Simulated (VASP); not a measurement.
# C in VASP: a series of runs

The runs below take C through single point, with PBE.

Everything below comes from runs of VASP 6.6.1. Logs are shortened: lines on timing, memory, paths and dates and some standing lists are left out, and cuts for length are marked.

## Step 1: The structure

The cell holds a slab with vacuum, 2 atoms: a = 2.456 Å, b = 2.456 Å, c = 10.000 Å, α = 90.00°, β = 90.00°, γ = 120.00°.

The slab is cut from a database's or a generator's crystal, which needn't be the stable form of the element.

## Step 2: Single point, PBE

Input file INCAR:

```
PREC = Accurate
ENCUT = 460
EDIFF = 1E-7
ISMEAR = 1
SIGMA = 0.1
LREAL = F
LASPH = T
NELM = 120
ALGO = Normal
ISIF = 2
LWAVE = F
LCHARG = F
GGA = PE
NBANDS = 14
LVHAR = T
LVACPOTAV = T
IDIPOL = 3
```

Input file KPOINTS:

```
regular mesh
0
Gamma
  12 12 1
```

Input file POSCAR:

```
C
1.0
    2.4561701600      0.0000000000      0.0000000000
   -1.2280850800      2.1271057600      0.0000000000
    0.0000000000      0.0000000000     10.0000000000
C
2
Direct
    0.6666666667      0.3333333333      0.5000000000
    0.3333333333      0.6666666667      0.5000000000
```

Potentials or basis: VASP PAW PBE potentials, release 64 (C).

Launch:

```console
$ cat potpaw_PBE.64/C/POTCAR > POTCAR
$ mpirun -np 1 vasp_std > vasp.out
```

OUTCAR:

```text
PREC = Accurate
   ENCUT = 460
   EDIFF = 1E-7
   ISMEAR = 1
   LREAL = F
   LASPH = T
   NELM = 120
   ISIF = 2
   GGA = PE

 Found     19 irreducible k-points:

 Following reciprocal coordinates:
            Coordinates               Weight
  0.000000  0.000000  0.000000      1.000000
  0.083333 -0.000000  0.000000      6.000000
  0.166667  0.000000  0.000000      6.000000
  0.250000  0.000000  0.000000      6.000000
  0.333333  0.000000  0.000000      6.000000
  0.416667  0.000000  0.000000      6.000000
   k-points           NKPTS =     19   k-points in BZ     NKDIM =     19   number of bands    NBANDS=     14
   number of dos      NEDOS =    301   number of ions     NIONS =      2
   total plane-waves  NPLWV =  22680
   dimension x,y,z NGX =    18 NGY =   18 NGZ =   70
   dimension x,y,z NGXF=    36 NGYF=   36 NGZF=  140
   ions per type =               2
   NGX,Y,Z   is equivalent  to a cutoff of  12.18, 12.18, 11.64 a.u.
   NGXF,Y,Z  is equivalent  to a cutoff of  24.37, 24.37, 23.27 a.u.
 SYSTEM =  unknown system
   PREC   = accura    normal or accurate (medium, high low for compatibility)
   ISTART =      0    job   : 0-new  1-cont  2-samecut
   ICHARG =      2    charge: 1-file 2-atom 10-const
   ISPIN  =      1    spin polarized calculation?
   LNONCOLLINEAR =      F non collinear calculations
   LSORBIT =      F    spin-orbit coupling
   LASPH  =      T    aspherical Exc in radial PAW
   ENCUT  =  460.0 eV  33.81 Ry    5.81 a.u.   4.30  4.30 17.49*2*pi/ulx,y,z
   NELM   =    120;   NELMIN=  2; NELMDL= -5     # of ELM steps
   EDIFF  = 0.1E-06   stopping-criterion for ELM
   LREAL  =      F    real-space projection
   EDIFFG = 0.1E-05   stopping-criterion for IOM
   NSW    =      0    number of steps for IOM
   IBRION =     -1    ionic relax: 0-MD 1-quasi-New 2-CG
   NFREE  =      0    steps in history (QN), initial steepest desc. (CG)
   ISIF   =      2    stress and relaxation
   ISYM   =      2    0-nonsym 1-usesym 2-fastsym
   POTIM  = 0.5000    time-step for ionic-motion
   TEBEG  =    0.0;   TEEND  =   0.0 temperature during run
   PSTRESS=    0.0 pullay stress
   NELECT =       8.0000    total number of electrons
   NUPDOWN=      -1.0000    fix difference up-down
   EMIN   =  10.00;   EMAX   =-10.00  energy-range for DOS
   EFERMI =   0.00;   METHOD = LEGACY
   ISMEAR =     1;   SIGMA  =   0.10  broadening in eV -4-tet -1-fermi 0-gaus
   EFERMI_NEDOS =   21; number of points for ismear=-14 and -15
   IALGO  =     38    algorithm
   IMIX   =      4    mixing-type and parameters
     AMIX     =   0.40;   BMIX     =  1.00
     AMIX_MAG =   1.60;   BMIX_MAG =  1.00
  volume/ion in A,a.u.               =      26.12       176.28
  Fermi-wavevector in a.u.,A,eV,Ry     =   0.875835  1.655088 10.436852  0.767087
  Thomas-Fermi vector in A             =   1.995561
   LORBIT       =      0    0 simple, 1 ext, 2 COOP (PROOUT), +10 PAW based schemes
   GGA     = PE    functional components
   LHFCALC =     F    Hartree Fock is set to
   AEXX    =    0.0000 exact exchange contribution
   IVDW    =     0    specifies the selected vdW correction
   LEPSILON=     F    determine dielectric tensor
   LRPA    =     F    only Hartree local field effects (RPA)
 non-spin polarized calculation
 Methfessel and Paxton  Order N= 1 SIGMA  =   0.10
  energy-cutoff  :      460.00
  volume of cell :       52.25
 maximum number of plane-waves:      1205
 NGX is ok and might be reduce to    18
   NGX =  9   NGY =  9   NGZ = 35

 number of electron       7.9999997 magnetization

 Free energy of the ion-electron system (eV)
  ---------------------------------------------------
  ext. energy  EPLUGINS =         0.00000000
  ---------------------------------------------------
  free energy    TOTEN  =       -18.44536169 eV

  energy without entropy =      -18.44457809  energy(sigma->0) =      -18.44510049

 E-fermi :  -1.1927     XC(G=0):  -4.2768

 val. band max:       -1.1927442667   @ k =   0.3333   0.3333   0.0000
 cond. band min:      -1.1927442290   @ k =   0.3333   0.3333   0.0000
 fundamental gap:      0.0000000377
 Fermi energy:        -1.1927442477

 k-point     1 :       0.0000    0.0000    0.0000
  band No.  band energies     occupation
      1     -20.8127      2.00000
      2      -8.8921      2.00000
      3      -4.2352      2.00000
      4      -4.2352      2.00000
      5       1.8908      0.00000
      6       3.4779      0.00000
      7       4.7186      0.00000
      8       7.1928      0.00000
      9       7.1929      0.00000
     10       9.4252      0.00000
     11      10.3867      0.00000
     12      11.2584      0.00000
     13      11.5687      0.00000
     14      18.4138      0.00000

 k-point     2 :       0.0833   -0.0000    0.0000
  band No.  band energies     occupation
      1     -20.6475      2.00000
      2      -8.6943      2.00000
      3      -4.8890      2.00000
      4      -4.5776      2.00000
      5       2.1160      0.00000
      6       3.7012      0.00000
      7       4.9404      0.00000
      8       7.2649      0.00000
      9       7.8969      0.00000
     10       9.6344      0.00000
     11       9.8167      0.00000
     12      11.4816      0.00000
     13      11.8682      0.00000
     14      18.5518      0.00000
[... 37 lines left out ...]
      1     -18.2095      2.00000
      2     -10.8656      2.00000
      3      -7.0089      2.00000
      4      -5.8681      2.00000
      5       3.7638      0.00000
      6       5.4790      0.00000
      7       6.6186      0.00000
      8       7.0564      0.00000
      9       8.3119      0.00000
     10      12.6151      0.00000
     11      14.5965      0.00000
     12      14.8076      0.00000
     13      15.2106      0.00000
     14      16.5048      0.00000

 k-point     6 :       0.4167    0.0000    0.0000
  band No.  band energies     occupation
      1     -16.8017      2.00000
      2     -12.9815      2.00000
      3      -7.4860      2.00000
      4      -4.4315      2.00000
      5       1.6020      0.00000
      6       6.3664      0.00000
      7       7.5095      0.00000
      8       9.0051      0.00000
      9      10.2926      0.00000
     10      12.6304      0.00000
     11      13.5227      0.00000
     12      14.6989      0.00000
     13      15.3180      0.00000
     14      16.4905      0.00000

 [... further k-points ...]

------------------------ aborting loop because EDIFF is reached ----------------------------------------

 dipolmoment           0.000000      0.000000      0.000000 electrons x Angstroem

  FORCE on cell =-STRESS in cart. coord.  units (eV):
  Direction    XX          YY          ZZ          XY          YZ          ZX
  --------------------------------------------------------------------------------------
  -------------------------------------------------------------------------------------
  Total        0.6408596      0.6408596     -0.0421445      0.0000000     -0.0000000      0.0000000
  in kB       19.6528681     19.6528682     -1.2924204      0.0000000     -0.0000000      0.0000000
  external PRESSURE =      12.6711053 kB  Pullay stress =       0.0000000 kB

 VOLUME and BASIS-vectors are now :
 -----------------------------------------------------------------------------
  energy-cutoff  :      460.00
  volume of cell :       52.25
      direct lattice vectors                 reciprocal lattice vectors
     2.456170160  0.000000000  0.000000000     0.407137916  0.235061185  0.000000000
    -1.228085080  2.127105760  0.000000000     0.000000000  0.470122369  0.000000000
     0.000000000  0.000000000 10.000000000     0.000000000  0.000000000  0.100000000

 POSITION                                       TOTAL-FORCE (eV/Angst)
 -----------------------------------------------------------------------------------
      1.22809      0.70904      5.00000         0.000000     -0.000000      0.000000
     -0.00000      1.41807      5.00000        -0.000000      0.000000      0.000000
 -----------------------------------------------------------------------------------
    total drift:                                0.000000     -0.000000     -0.000000

  FREE ENERGIE OF THE ION-ELECTRON SYSTEM (eV)
  ---------------------------------------------------
  free  energy   TOTEN  =       -18.4453616893 eV

  energy  without entropy=      -18.4445780926  energy(sigma->0) =      -18.44510049
```

stdout:

```text
POSCAR found type information on POSCAR C
 POSCAR found :  1 types and       2 ions
 scaLAPACK will be used
 LDA part: xc-table for (Slater+PW92), standard interpolation
 POSCAR, INCAR and KPOINTS ok, starting setup
 FFT: planning ... GRIDC
 FFT: planning ... GRID_SOFT
 FFT: planning ... GRID
 WAVECAR not read
 entering main loop
```

Run time: 6.5 s. Hardware: 1 thread of Intel Xeon 6975P-C (Granite Rapids), shared host; peak memory 0.15 GiB.

The run converged, but some of its settings lie outside the range that counts as converged, so its numbers aren't taken as properties of the slab.

What came out:

```yaml
Free_energy: -18.4454 eV
Band_gap_on_the_k_mesh: none (metal or under the smearing width)
```

Caveat: the cutoff is under 1.25 times the usual one of these potentials, so pressure, stress and relaxed cells hold a basis-set (Pulay) error.

## Step 3: Single point, PBE

This run uses another cell than the first one, of 31.35 Å³/atom, 1.200 times its volume.

Input file INCAR:

```
PREC = Accurate
ENCUT = 460
EDIFF = 1E-7
ISMEAR = 1
SIGMA = 0.3
LREAL = F
LASPH = T
NELM = 120
ALGO = Normal
ISIF = 2
LWAVE = F
LCHARG = F
LDIPOL = T
IDIPOL = 3
DIPOL = 0.5 0.5 0.500
GGA = PE
NBANDS = 14
LVHAR = T
LVACPOTAV = T
```

KPOINTS is that of step 2.

POSCAR, as its differences from that of step 2:

```diff
@@ -4,3 +4,3 @@
    -1.2280850800      2.1271057600      0.0000000000
-    0.0000000000      0.0000000000     10.0000000000
+    0.0000000000      0.0000000000     12.0000000000
 C
```

Potentials or basis: VASP PAW PBE potentials, release 64 (C).

Launch:

```console
$ cat potpaw_PBE.64/C/POTCAR > POTCAR
$ mpirun -np 1 vasp_std > vasp.out
```

OUTCAR:

```text
PREC = Accurate
   ENCUT = 460
   EDIFF = 1E-7
   ISMEAR = 1
   LREAL = F
   LASPH = T
   NELM = 120
   ISIF = 2
   GGA = PE

 Found     19 irreducible k-points:

 Following reciprocal coordinates:
            Coordinates               Weight
  0.000000  0.000000  0.000000      1.000000
  0.083333  0.000000  0.000000      6.000000
  0.166667  0.000000  0.000000      6.000000
  0.250000  0.000000  0.000000      6.000000
  0.333333 -0.000000  0.000000      6.000000
  0.416667  0.000000  0.000000      6.000000
   k-points           NKPTS =     19   k-points in BZ     NKDIM =     19   number of bands    NBANDS=     14
   number of dos      NEDOS =    301   number of ions     NIONS =      2
   total plane-waves  NPLWV =  27216
   dimension x,y,z NGX =    18 NGY =   18 NGZ =   84
   dimension x,y,z NGXF=    36 NGYF=   36 NGZF=  168
   ions per type =               2
   NGX,Y,Z   is equivalent  to a cutoff of  12.18, 12.18, 11.64 a.u.
   NGXF,Y,Z  is equivalent  to a cutoff of  24.37, 24.37, 23.27 a.u.
 SYSTEM =  unknown system
   PREC   = accura    normal or accurate (medium, high low for compatibility)
   ISTART =      0    job   : 0-new  1-cont  2-samecut
   ICHARG =      2    charge: 1-file 2-atom 10-const
   ISPIN  =      1    spin polarized calculation?
   LNONCOLLINEAR =      F non collinear calculations
   LSORBIT =      F    spin-orbit coupling
[... 79 lines left out ...]
     14      12.8336      0.00000
[... 71 lines left out ...]
      1     -17.3047      2.00000
      2     -13.4845      2.00000
      3      -7.9891      2.00000
      4      -4.9344      2.00000
      5       1.0989     -0.00000
      6       5.8635      0.00000
      7       7.0831      0.00000
      8       8.2105      0.00000
      9       9.1251      0.00000
     10      11.8437      0.00000
     11      12.1774      0.00000
     12      13.3001      0.00000
     13      13.3028      0.00000
     14      14.3984      0.00000

 [... further k-points ...]

------------------------ aborting loop because EDIFF is reached ----------------------------------------

  FORCE on cell =-STRESS in cart. coord.  units (eV):
  Direction    XX          YY          ZZ          XY          YZ          ZX
  --------------------------------------------------------------------------------------
  -------------------------------------------------------------------------------------
  Total        0.6408618      0.6408618     -0.0467941      0.0000000      0.0000000      0.0000000
  in kB       16.3774455     16.3774456     -1.1958407      0.0000000      0.0000000      0.0000000
  external PRESSURE =      10.5196835 kB  Pullay stress =       0.0000000 kB

 VOLUME and BASIS-vectors are now :
 -----------------------------------------------------------------------------
  energy-cutoff  :      460.00
  volume of cell :       62.69
      direct lattice vectors                 reciprocal lattice vectors
     2.456170160  0.000000000  0.000000000     0.407137916  0.235061185  0.000000000
    -1.228085080  2.127105760  0.000000000     0.000000000  0.470122369  0.000000000
     0.000000000  0.000000000 12.000000000     0.000000000  0.000000000  0.083333333

 POSITION                                       TOTAL-FORCE (eV/Angst)
 -----------------------------------------------------------------------------------
      1.22809      0.70904      6.00000        -0.000000      0.000000      0.000000
     -0.00000      1.41807      6.00000         0.000000     -0.000000     -0.000000
 -----------------------------------------------------------------------------------
    total drift:                                0.000000     -0.000000      0.000000

  FREE ENERGIE OF THE ION-ELECTRON SYSTEM (eV)
  ---------------------------------------------------
  free  energy   TOTEN  =       -18.4468966516 eV

  energy  without entropy=      -18.4445458633  energy(sigma->0) =      -18.44611306

 vacuum level on the upper side and lower side of the slab         2.514         2.514
```

OSZICAR:

```text
N       E                     dE             d eps       ncg     rms          rms(c)
DAV:   1     0.292254249798E+02    0.29225E+02   -0.32824E+03   540   0.395E+02
DAV:   2    -0.175050379682E+02   -0.46730E+02   -0.42830E+02   740   0.110E+02
DAV:   3    -0.197424577647E+02   -0.22374E+01   -0.22270E+01   692   0.244E+01
DAV:   4    -0.197649977921E+02   -0.22540E-01   -0.22536E-01   636   0.311E+00
DAV:   5    -0.197653191478E+02   -0.32136E-03   -0.32135E-03   662   0.328E-01    0.645E+00
DAV:   6    -0.188203630372E+02    0.94496E+00   -0.67711E-01   620   0.393E+00    0.379E+00
DAV:   7    -0.184578801993E+02    0.36248E+00   -0.96609E-01   724   0.468E+00    0.101E+00
DAV:   8    -0.184493028510E+02    0.85773E-02   -0.23557E-02   652   0.776E-01    0.204E-01
DAV:   9    -0.184488238680E+02    0.47898E-03   -0.42845E-04   652   0.113E-01    0.123E-01
DAV:  10    -0.184438389669E+02    0.49849E-02   -0.35321E-03   568   0.227E-01    0.120E-01
DAV:  11    -0.184440277279E+02   -0.18876E-03   -0.16691E-04   618   0.544E-02    0.376E-02
DAV:  12    -0.184457889576E+02   -0.17612E-02   -0.30288E-04   592   0.748E-02    0.576E-02
DAV:  13    -0.184464597246E+02   -0.67077E-03   -0.77677E-05   618   0.295E-02    0.106E-02
DAV:  14    -0.184468521988E+02   -0.39247E-03   -0.49531E-05   606   0.200E-02    0.951E-03
DAV:  15    -0.184468875047E+02   -0.35306E-04   -0.27125E-06   606   0.516E-03    0.143E-03
DAV:  16    -0.184468953991E+02   -0.78944E-05   -0.39912E-07   588   0.199E-03    0.140E-03
DAV:  17    -0.184468965821E+02   -0.11829E-05   -0.37669E-08   558   0.617E-04    0.184E-04
DAV:  18    -0.184468966516E+02   -0.69519E-07   -0.78138E-10   630   0.129E-04
   1 F= -.18446897E+02 E0= -.18446113E+02  d E =-.235079E-02
```

stdout:

```text
POSCAR found type information on POSCAR C
 POSCAR found :  1 types and       2 ions
 scaLAPACK will be used
 LDA part: xc-table for (Slater+PW92), standard interpolation
 POSCAR, INCAR and KPOINTS ok, starting setup
 FFT: planning ... GRIDC
 FFT: planning ... GRID_SOFT
 FFT: planning ... GRID
 WAVECAR not read
 entering main loop
 -----------------------------------------------------------------------------
|                                                                             |
|           W    W    AA    RRRRR   N    N  II  N    N   GGGG   !!!           |
|           W    W   A  A   R    R  NN   N  II  NN   N  G    G  !!!           |
|           W    W  A    A  R    R  N N  N  II  N N  N  G       !!!           |
|           W WW W  AAAAAA  RRRRR   N  N N  II  N  N N  G  GGG   !            |
|           WW  WW  A    A  R   R   N   NN  II  N   NN  G    G                |
|           W    W  A    A  R    R  N    N  II  N    N   GGGG   !!!           |
|                                                                             |
|     Did not find any points to average over, which means that no vacuum     |
|     field-free region was found. Please increase the size of  your cell     |
|     in the dimension of the dipole correction to obtain accurate            |
|     workfunction values.                                                    |
|                                                                             |
 -----------------------------------------------------------------------------
```

Run time: 7.9 s. Hardware: 1 thread of Intel Xeon 6975P-C (Granite Rapids), shared host; peak memory 0.15 GiB.

The run converged, but some of its settings lie outside the range that counts as converged, so its numbers aren't taken as properties of the slab.

What came out:

* Free energy: -18.4469 eV
* Band gap on the k mesh: none (metal or under the smearing width)
* Work function of the upper face: 4.21 eV
* Work function of the lower face: 4.21 eV

Caveat: the cutoff is under 1.25 times the usual one of these potentials, so pressure, stress and relaxed cells hold a basis-set (Pulay) error.

(Continued in part 2 of 2.)
